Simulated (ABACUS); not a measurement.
Pb:

```
Pb
1.0
    -0.00696    2.46968    2.44843
     2.44759   -0.02698    2.46845
     2.45382    2.49594   -0.03322
Pb
1
Cartesian
  0.0581 0.0106 -0.0133
```

The cell isn't the ideal one: cell strained at random at fixed volume.

Below is the output of ABACUS 3.10.1 for this cell. Logs are shortened: lines on timing, memory, paths and dates and some standing lists are left out, and cuts for length are marked.

```text
ABACUS v3.10.1

               Atomic-orbital Based Ab-initio Computation at UStc

 ------------------------------------------------------------------------------------

 READING GENERAL INFORMATION
                           global_out_dir = OUT.Pb/
                           global_in_card = INPUT
                               pseudo_dir = ./
                              orbital_dir =
                                    DSIZE = 4
                                    GSIZE = 1

 READING UNITCELL INFORMATION
                                    ntype = 1
                  lattice constant (Bohr) = 1.88973
              lattice constant (Angstrom) = 1

 READING ATOM TYPE 1
                               atom label = Pb
                      L=0, number of zeta = 1
                      L=1, number of zeta = 1
                      L=2, number of zeta = 1
             number of atom for this type = 1

                        TOTAL ATOM NUMBER = 1
DIRECT COORDINATES
    atom                   x                   y                   z     mag                  vx                  vy                  vz
taud_Pb1            0.9876350000        0.0070870000        0.0165600000  0.0000        0.0000000000        0.0000000000        0.0000000000

                          Volume (Bohr^3) = 204.627
                             Volume (A^3) = 30.3225

 Lattice vectors: (Cartesian coordinate: in unit of a_0)
            -0.006963            +2.46968            +2.44843
             +2.44759           -0.026983            +2.46845
             +2.45382            +2.49594            -0.03322
 Reciprocal vectors: (Cartesian coordinate: in unit of 2 pi/a_0)
            -0.203156           +0.202438           +0.203652
            +0.204243           -0.198129            +0.20043
            +0.203227             +0.1982           -0.199343
 The esolver type has been set to : ksdft_pw
[... 218 lines left out ...]
 E_Fermi        0.8332193376         11.3365306754
----------------------------------------------------------
[... 39 lines left out ...]
 Density error is 9.82679395565e-09
                          Error Threshold = 5.91938000458e-10
----------------------------------------------------------
     Energy           Rydberg                 eV
----------------------------------------------------------
 E_KohnSham     -140.7660730379      -1915.2206783996
 E_KS(sigma->0) -140.7659543030      -1915.2190629286
 E_Harris       -140.7666404210      -1915.2283980430
 E_band         -2.2528309873        -30.6513380584
 E_one_elec     -29.9070473498       -406.9062543137
 E_Hartree      25.1934685716        342.7747249581
 E_xc           -39.9901420284       -544.0937954158
 E_Ewald        -96.0621147615       -1306.9921226863
 E_entropy(-TS) -0.0002374698        -0.0032309419
 E_descf        0.0000000000         0.0000000000
 E_exx          0.0000000000         0.0000000000
 E_Fermi        0.8288528958         11.2771221873
----------------------------------------------------------

 charge density convergence is achieved
 final etot is -1915.2206784 eV
 EFERMI = 11.277122187 eV

 STATE ENERGY(eV) AND OCCUPATIONS    NSPIN == 1
 1/92 kpoint (Cartesian) = 0.0000 0.0000 0.0000 (1739 pws)
       1       -5.69664     0.00274348
       2       -5.67312     0.00274348
       3       -5.66780     0.00274348
       4       -5.54595     0.00274348
       5       -5.53122     0.00274348
       6      -0.345358     0.00274348
       7        18.6042    6.25441e-67
       8        18.8060    1.10378e-68
       9        19.0898    3.78838e-71
      10        21.5284        0.00000
      11        22.6601        0.00000
[... 53 lines left out ...]
 6/92 kpoint (Cartesian) = 0.022694 -0.022014 0.022270 (1744 pws)
       1       -5.68951     0.00548697
       2       -5.66265     0.00548697
       3       -5.65551     0.00548697
       4       -5.54436     0.00548697
       5       -5.53140     0.00548697
       6      -0.110723     0.00548697
       7        16.3375    6.09857e-47
       8        18.4524    2.60573e-65
       9        18.7651    5.00766e-68
      10        21.0765    4.19586e-88
      11        23.6545        0.00000

[... levels at 86 further k points ...]

------------------------------------------------------------------------------------------
 TOTAL-FORCE (eV/Angstrom)
------------------------------------------------------------------------------------------
                       Pb1         0.0000000000         0.0000000000         0.0000000000
------------------------------------------------------------------------------------------

----------------------------------------------------------------
 TOTAL-STRESS (KBAR)
----------------------------------------------------------------
        24.3998175254        -0.0863834365         1.7843518953
        -0.0863834365        20.5498659820         7.6488077821
         1.7843518953         7.6488077821        22.2982261161
----------------------------------------------------------------
 TOTAL-PRESSURE: 22.415970 KBAR

 --------------------------------------------
 !FINAL_ETOT_IS -1915.2206783995634396 eV
 --------------------------------------------
```

Question: What input gives this log?

Answer: Single point with PBE, no spin polarisation. The files as run (others can give the same):

INPUT
```
INPUT_PARAMETERS
suffix              Pb
calculation         scf
basis_type          pw
pseudo_dir          ./
symmetry            1
dft_functional      pbe
ecutwfc             63
pseudo_rcut         10
nspin               1
nbands              11
ks_solver           dav
smearing_method     fd
smearing_sigma      0.00367493
scf_thr             1e-08
scf_nmax            100
mixing_type         broyden
mixing_beta         0.7
cal_force           1
cal_stress          1
kpar                4
```

STRU
```
ATOMIC_SPECIES
Pb 207.2000 Pb.upf

LATTICE_CONSTANT
1.8897261246

LATTICE_VECTORS
-0.0069630000 2.4696840000 2.4484290000
2.4475870000 -0.0269830000 2.4684490000
2.4538240000 2.4959410000 -0.0332200000

ATOMIC_POSITIONS
Direct

Pb
0.0
1
-0.0123650000 0.0070870000 0.0165600000 1 1 1
```

KPT
```
K_POINTS
0
Gamma
9 9 9 0 0 0
```

Potentials or basis: PseudoDojo NC SR 0.4.1 PBE standard, plane waves.
Command:
```bash
$ OMP_NUM_THREADS=1 mpirun -np 4 abacus > log
```
